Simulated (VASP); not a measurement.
# TePb (I4/mmm) in VASP: notebook

Runs on TePb. Level: PBE. Tasks: single point.

Everything below comes from runs of VASP 6.6.1. Logs are shortened: lines on timing, memory, paths and dates and some standing lists are left out, and cuts for length are marked.

### Step 1. The cell of the first run

The structure is tetragonal, space group I4/mmm (No. 139). Conventional cell: a = 4.678 Å, b = 4.678 Å, c = 6.131 Å, α = 90.00°, β = 90.00°, γ = 90.00°. Te (site symmetry 4/mmm) has 6 Pb at 3.07 to 3.31 Å as nearest neighbours. Around Pb (site symmetry 4/mmm) lie 6 Te at 3.07 to 3.31 Å.

Measurements of this composition are mostly on another form, of space group No. 225.

### Step 2. Single point, PBE (strain +0.025 along x and y, -0.050 along z, atoms carried along)

Contents of INCAR:

```
SYSTEM = TePb
ALGO = Normal
EDIFF = 1E-6
ENCUT = 520
GGA = PE
ISIF = 2
ISMEAR = 0
LASPH = .TRUE.
LCHARG = .FALSE.
LREAL = .FALSE.
LWAVE = .FALSE.
NBANDS = 17
NELM = 100
PREC = Accurate
SIGMA = 0.05
```

Contents of KPOINTS:

```
k-points
0
G
  8 8 8
  0 0 0
```

Contents of POSCAR:

```
TePb
1.0
    0.0000000000      3.3076750000      3.0656500000
    3.3076750000      0.0000000000      3.0656500000
    3.3076750000      3.3076750000      0.0000000000
Te Pb
1 1
Direct
    0.5000000000      0.5000000000      0.5000000000
    0.0000000000      0.0000000000      0.0000000000
```

Potentials or basis: VASP PAW PBE potentials, release 64 (Te, Pb_d).

The run is started by

```console
cat potpaw_PBE.64/Te/POTCAR potpaw_PBE.64/Pb_d/POTCAR > POTCAR
mpirun -np 1 vasp_std > vasp.out
```

OUTCAR:

```text
SYSTEM = TePb
   EDIFF = 1E-6
   ENCUT = 520
   GGA = PE
   ISIF = 2
   ISMEAR = 0
   LASPH = .TRUE.
   LREAL = .FALSE.
   NELM = 100
   PREC = Accurate

 ion  position               nearest neighbor table
   1  0.500  0.500  0.500-   2 3.07   2 3.07   2 3.31   2 3.31   2 3.31   2 3.31
   2  0.000  0.000  0.000-   1 3.07   1 3.07   1 3.31   1 3.31   1 3.31   1 3.31

  LATTYP: Found a body centered tetragonal cell.
 ALAT       =     4.6777588449
 C/A-ratio  =     1.3107345212

  Lattice vectors:

 A1 = (   0.0000000000,  -3.3076750000,  -3.0656500000)
 A2 = (   0.0000000000,   3.3076750000,  -3.0656500000)
 A3 = (   3.3076750000,   0.0000000000,   3.0656500000)

Analysis of symmetry for initial positions (statically):
=====================================================================
 Subroutine PRICEL returns:
 Original cell was already a primitive cell.

 Routine SETGRP: Setting up the symmetry group for a
 body centered tetragonal supercell.

 Subroutine GETGRP returns: Found 16 space group operations
 (whereof 16 operations were pure point group operations)
 out of a pool of 16 trial point group operations.

The static configuration has the point symmetry D_4h.

Analysis of symmetry for dynamics (positions and initial velocities):
=====================================================================
 Subroutine PRICEL returns:
 Original cell was already a primitive cell.

 Routine SETGRP: Setting up the symmetry group for a
 body centered tetragonal supercell.

 Subroutine GETGRP returns: Found 16 space group operations
 (whereof 16 operations were pure point group operations)
 out of a pool of 16 trial point group operations.

The dynamic configuration has the point symmetry D_4h.

 Subroutine INISYM returns: Found 16 space group operations
 (whereof 16 operations are pure point group operations),
 and found     1 'primitive' translations

----------------------------------------------------------------------------------------

                                     Primitive cell

  volume of cell :      67.0808

  direct lattice vectors                    reciprocal lattice vectors
     0.000000000  3.307675000  3.065650000    -0.151163582  0.151163582  0.163097549
[... 77 lines left out ...]
   PREC   = accura    normal or accurate (medium, high low for compatibility)
   ISTART =      0    job   : 0-new  1-cont  2-samecut
   ICHARG =      2    charge: 1-file 2-atom 10-const
   ISPIN  =      1    spin polarized calculation?
   LNONCOLLINEAR =      F non collinear calculations
   LSORBIT =      F    spin-orbit coupling
   LASPH  =      T    aspherical Exc in radial PAW
   ENCUT  =  520.0 eV  38.22 Ry    6.18 a.u.   8.39  8.39  8.70*2*pi/ulx,y,z
   NELM   =    100;   NELMIN=  2; NELMDL= -5     # of ELM steps
   EDIFF  = 0.1E-05   stopping-criterion for ELM
   LREAL  =      F    real-space projection
   EDIFFG = 0.1E-04   stopping-criterion for IOM
   NSW    =      0    number of steps for IOM
   IBRION =     -1    ionic relax: 0-MD 1-quasi-New 2-CG
   NFREE  =      0    steps in history (QN), initial steepest desc. (CG)
   ISIF   =      2    stress and relaxation
   ISYM   =      2    0-nonsym 1-usesym 2-fastsym
   POTIM  = 0.5000    time-step for ionic-motion
   TEBEG  =    0.0;   TEEND  =   0.0 temperature during run
   PSTRESS=    0.0 pullay stress
   NELECT =      20.0000    total number of electrons
   NUPDOWN=      -1.0000    fix difference up-down
   EMIN   =  10.00;   EMAX   =-10.00  energy-range for DOS
   EFERMI =   0.00;   METHOD = LEGACY
   ISMEAR =     0;   SIGMA  =   0.05  broadening in eV -4-tet -1-fermi 0-gaus
   EFERMI_NEDOS =   21; number of points for ismear=-14 and -15
   IALGO  =     38    algorithm
   IMIX   =      4    mixing-type and parameters
     AMIX     =   0.40;   BMIX     =  1.00
     AMIX_MAG =   1.60;   BMIX_MAG =  1.00
  volume/ion in A,a.u.               =      33.54       226.34
  Fermi-wavevector in a.u.,A,eV,Ry     =   1.093668  2.066732 16.274054  1.196109
  Thomas-Fermi vector in A             =   2.229958
   LORBIT       =      0    0 simple, 1 ext, 2 COOP (PROOUT), +10 PAW based schemes
   GGA     = PE    functional components
   LHFCALC =     F    Hartree Fock is set to
   AEXX    =    0.0000 exact exchange contribution
   IVDW    =     0    specifies the selected vdW correction
   LEPSILON=     F    determine dielectric tensor
   LRPA    =     F    only Hartree local field effects (RPA)
 non-spin polarized calculation
 Gauss-broadening in eV      SIGMA  =   0.05
  energy-cutoff  :      520.00
  volume of cell :       67.08
 maximum number of plane-waves:      1844
 NGX is ok and might be reduce to    36
   NGX = 17   NGY = 17   NGZ = 17

 number of electron      20.0000003 magnetization

 Free energy of the ion-electron system (eV)
  ---------------------------------------------------
  ext. energy  EPLUGINS =         0.00000000
  ---------------------------------------------------
  free energy    TOTEN  =        -7.38425720 eV

  energy without entropy =       -7.38425720  energy(sigma->0) =       -7.38425720

 E-fermi :   6.0994     XC(G=0):  -9.3168

 val. band max:        5.8925914727   @ k =   0.5000   0.0000   0.0000
 cond. band min:       6.3269089738   @ k =   0.5000   0.0000   0.0000
 fundamental gap:      0.4343175011
 Fermi energy:         6.0994157997

 k-point     1 :       0.0000    0.0000    0.0000
  band No.  band energies     occupation
      1     -11.0486      2.00000
      2     -11.0373      2.00000
      3     -11.0304      2.00000
      4     -11.0180      2.00000
      5     -11.0180      2.00000
      6      -6.3953      2.00000
[... 457 lines left out ...]
      4     -11.0133      2.00000
      5     -11.0017      2.00000
      6      -5.4472      2.00000
[... 9 lines left out ...]
     16      14.2304      0.00000
     17      15.6099      0.00000

 [... further k-points ...]
[... 5 lines left out ...]
  --------------------------------------------------------------------------------------
  -------------------------------------------------------------------------------------
  Total       -0.1950639     -0.1950639      4.4184292      0.0000000     -0.0000000     -0.0000000
  in kB       -4.6589636     -4.6589636    105.5310498      0.0000000     -0.0000000     -0.0000000
  external PRESSURE =      32.0710409 kB  Pullay stress =       0.0000000 kB

 VOLUME and BASIS-vectors are now :
 -----------------------------------------------------------------------------
  energy-cutoff  :      520.00
  volume of cell :       67.08
      direct lattice vectors                 reciprocal lattice vectors
     0.000000000  3.307675000  3.065650000    -0.151163582  0.151163582  0.163097549
     3.307675000  0.000000000  3.065650000     0.151163582 -0.151163582  0.163097549
     3.307675000  3.307675000  0.000000000     0.151163582  0.151163582 -0.163097549

 POSITION                                       TOTAL-FORCE (eV/Angst)
 -----------------------------------------------------------------------------------
      3.30768      3.30768      3.06565         0.000000      0.000000     -0.000000
      0.00000      0.00000      0.00000         0.000000      0.000000      0.000000
 -----------------------------------------------------------------------------------
    total drift:                               -0.000000      0.000000      0.000000

  FREE ENERGIE OF THE ION-ELECTRON SYSTEM (eV)
  ---------------------------------------------------
  free  energy   TOTEN  =        -7.3842572026 eV

  energy  without entropy=       -7.3842572026  energy(sigma->0) =       -7.38425720
```

stdout:

```text
POSCAR found type information on POSCAR TePb
 POSCAR found :  2 types and       2 ions
 scaLAPACK will be used
 LDA part: xc-table for (Slater+PW92), standard interpolation
 POSCAR, INCAR and KPOINTS ok, starting setup
 FFT: planning ... GRIDC
 FFT: planning ... GRID_SOFT
 FFT: planning ... GRID
 WAVECAR not read
 entering main loop
```

Wall time 45 s (1 thread of Intel Xeon Platinum 8259CL at 2.50GHz (Skylake/Cascade Lake), shared host); peak memory 0.24 GiB.

Results:

- Free energy: -7.3843 eV
- Pressure: 3.2 GPa
- Band gap on the k mesh: 0.43 eV, direct

Levels at points of the mesh, in eV from the valence-band top:
```tsv
k point	band 7	band 8	band 9	band 10	band 11	band 12	band 13	band 14
(0.00, 0.00, 0.00)	-5.73	-2.10	-1.31	-1.31	3.32	3.32	5.18	5.47
(0.50, 0.00, 0.00)	-8.85	-1.21	-1.09	0.00	0.43	0.90	1.38	8.17
(0.50, 0.50, 0.00)	-7.81	-4.85	-3.15	-3.15	2.92	5.12	5.12	7.30
(0.50, 0.00, 0.50)	-7.27	-4.70	-3.39	-2.56	3.18	4.47	6.21	6.45
```

Caveat: spin-orbit coupling is left out, which as a rule narrows the gap of such compounds by several tenths of an eV.

### Step 3. Single point, PBE (strain +0.050 along x and y, +0.025 along z, atoms carried along)

Contents of INCAR:

```
ALGO     = Fast           # electronic algorithm
EDIFF    = 1E-7           # SCF threshold, eV
ENCUT    = 520            # plane-wave cutoff, eV
GGA      = PE             # functional
ISIF     = 2              # what is computed and relaxed
ISMEAR   = 0              # smearing method
LASPH    = T              # aspherical terms in the spheres
LCHARG   = T              # write CHGCAR
LELF     = T              # ELF
LREAL    = F              # projectors in reciprocal space
LVHAR    = T            
LWAVE    = F              # write WAVECAR
NBANDS   = 17             # bands
NELM     = 100            # most SCF steps
PREC     = Accurate       # precision mode
SIGMA    = 0.05           # smearing width, eV
```

Contents of KPOINTS:

```
k-points
0
Gamma
  8 8 8
```

Contents of POSCAR:

```
TePb
1.0
    0.0000000000      3.3883500000      3.3076750000
    3.3883500000      0.0000000000      3.3076750000
    3.3883500000      3.3883500000      0.0000000000
Te Pb
1 1
Direct
    0.5000000000      0.5000000000      0.5000000000
    0.0000000000      0.0000000000      0.0000000000
```

Potentials or basis: VASP PAW PBE potentials, release 64 (Te, Pb_d).

The run is started by

```console
cat potpaw_PBE.64/Te/POTCAR potpaw_PBE.64/Pb_d/POTCAR > POTCAR
mpirun -np 1 vasp_std > vasp.out
```

Wall time 71 s (1 thread of Intel Xeon Platinum 8259CL at 2.50GHz (Skylake/Cascade Lake), shared host); peak memory 0.25 GiB.

It converged, with:

```
Free energy            : -7.4779 eV
Pressure               : -2.3 GPa
Band gap on the k mesh : 0.92 eV, direct
```

Stress tensor (GPa, compression positive):
```
-2.85  0.00  0.00
 0.00 -2.85  0.00
 0.00  0.00 -1.07
```

Levels at points of the mesh, in eV from the valence-band top:
| k point | band 8 | band 9 | band 10 | band 11 | band 12 | band 13 |
| --- | --- | --- | --- | --- | --- | --- |
| (0.00, 0.00, 0.00) | -1.08 | -0.86 | -0.86 | 3.75 | 3.75 | 4.25 |
| (0.50, 0.00, 0.00) | -0.57 | -0.53 | 0.00 | 0.92 | 1.48 | 1.57 |
| (0.50, 0.50, 0.00) | -3.67 | -2.20 | -2.20 | 3.72 | 4.98 | 4.98 |
| (0.50, 0.00, 0.50) | -3.61 | -2.27 | -2.03 | 3.79 | 4.81 | 5.34 |

Caveat: spin-orbit coupling is left out, which as a rule narrows the gap of such compounds by several tenths of an eV. A k mesh can miss the band edges.

### Step 4. Single point, PBE (strain +0.000 along x and y, +0.050 along z, atoms carried along)

Contents of INCAR:

```
SYSTEM = TePb
PREC     = Accurate       ! precision mode
ENCUT    = 520            ! plane-wave cutoff, eV
EDIFF    = 1E-6           ! SCF threshold, eV
ISMEAR   = 0              ! smearing method
SIGMA    = 0.05           ! smearing width, eV
LREAL    = .False.        ! projectors in reciprocal space
LASPH    = .True.         ! aspherical terms in the spheres
NELM     = 100            ! most SCF steps
ALGO     = Normal         ! electronic algorithm
ISIF     = 2              ! what is computed and relaxed
LWAVE    = .False.        ! write WAVECAR
LCHARG   = .False.        ! write CHGCAR
GGA      = PE             ! functional
NBANDS   = 17             ! bands
```

Contents of KPOINTS:

```
Automatic mesh
0
Gamma
  8 8 8
  0 0 0
```

Contents of POSCAR:

```
TePb
1.0
    0.0000000000      3.2270000000      3.3883500000
    3.2270000000      0.0000000000      3.3883500000
    3.2270000000      3.2270000000      0.0000000000
Te Pb
1 1
Direct
    0.5000000000      0.5000000000      0.5000000000
    0.0000000000      0.0000000000      0.0000000000
```

The run is started by

```console
cat potpaw_PBE.64/Te/POTCAR potpaw_PBE.64/Pb_d/POTCAR > POTCAR
mpirun -np 1 vasp_std > vasp.out
```

It took 63 s on 1 thread of Intel Xeon Platinum 8259CL at 2.50GHz (Skylake/Cascade Lake), shared host; peak memory 0.24 GiB.

Results (log left out):

```yaml
Free_energy: -7.4899 eV
Pressure: 0.4 GPa
Band_gap_on_the_k_mesh: 0.73 eV, direct
```

Stress tensor (GPa, compression positive):
```
 1.88  0.00  0.00
 0.00  1.88  0.00
 0.00  0.00 -2.57
```

Levels at points of the mesh, in eV from the valence-band top:
```
           k point  band 7  band 8  band 9  band 10  band 11  band 12  band 13  band 14
(0.00, 0.00, 0.00)   -5.74   -1.38   -1.38    -0.94     3.31     4.33     4.33     5.67
(0.50, 0.00, 0.00)   -8.42   -0.89   -0.74     0.00     0.73     1.29     1.42     8.28
(0.50, 0.50, 0.00)   -7.04   -4.14   -2.54    -2.54     3.53     5.41     5.41     5.96
(0.50, 0.00, 0.50)   -7.38   -4.24   -2.88    -2.38     3.40     4.65     5.78     6.64
```

Caveat: spin-orbit coupling is left out, which as a rule narrows the gap of such compounds by several tenths of an eV. A k mesh can miss the band edges.

### Step 5. Overview

| cell | gap on the mesh (eV) | pressure (GPa) |
| --- | --- | --- |
| strain +0.025 along x and y, -0.050 along z, atoms carried along | 0.43 | 3.2 |
| strain +0.050 along x and y, +0.025 along z, atoms carried along | 0.92 | -2.3 |
| strain +0.000 along x and y, +0.050 along z, atoms carried along | 0.73 | 0.4 |

Alike in all rows: task single point; level PBE; potentials or basis VASP PAW PBE potentials, release 64 (Te, Pb_d); no spin polarisation; k mesh 8 × 8 × 8; cutoff (eV) 520; smearing gaussian 0.05 eV.

Caveats: spin-orbit coupling is left out, which as a rule narrows the gap of such compounds by several tenths of an eV.

Total energies depend on the potentials used, so only differences within one code and one set of settings carry meaning.
